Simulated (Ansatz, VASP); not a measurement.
**TiB2: VASP beside Ansatz**

```
Ti B
1.0
     3.03222    0.00000    0.00000
    -1.51611    2.62598    0.00000
     0.00000    0.00000    3.22380
Ti B
1 2
Direct
  0.00000 0.00000 0.00000
  0.33333 0.66667 0.50000
  0.66667 0.33333 0.50000
```

Alike in both runs: functional PBE; k mesh 16 × 16 × 14; occupations gaussian, width 0.2 eV; no spin polarisation.

Ansatz relaxed the structure, and its values are those at the end. VASP's run is a single point on that final structure, the one shown.

|  | VASP | Ansatz |
| --- | --- | --- |
| version | VASP 6.6.1 | Ansatz 0.2.0 |
| potentials or method | VASP PAW PBE potentials, release 64 (Ti_sv, B) | scalar-relativistic, plane waves, PAW |
| plane-wave cutoff (eV) | 520 | 420 |
| valence electrons in the cell | 18 | 18 |

VASP gave:

| Quantity | Value |
| --- | --- |
| gap on the k mesh at the Fermi level (eV) | none |
| pressure (GPa) | 0.2 |

Which values does Ansatz return?

gap on the k mesh at the Fermi level (eV): none; pressure (GPa): 0.0.

A gap of «none» marks a metal or a gap that the smearing closes.
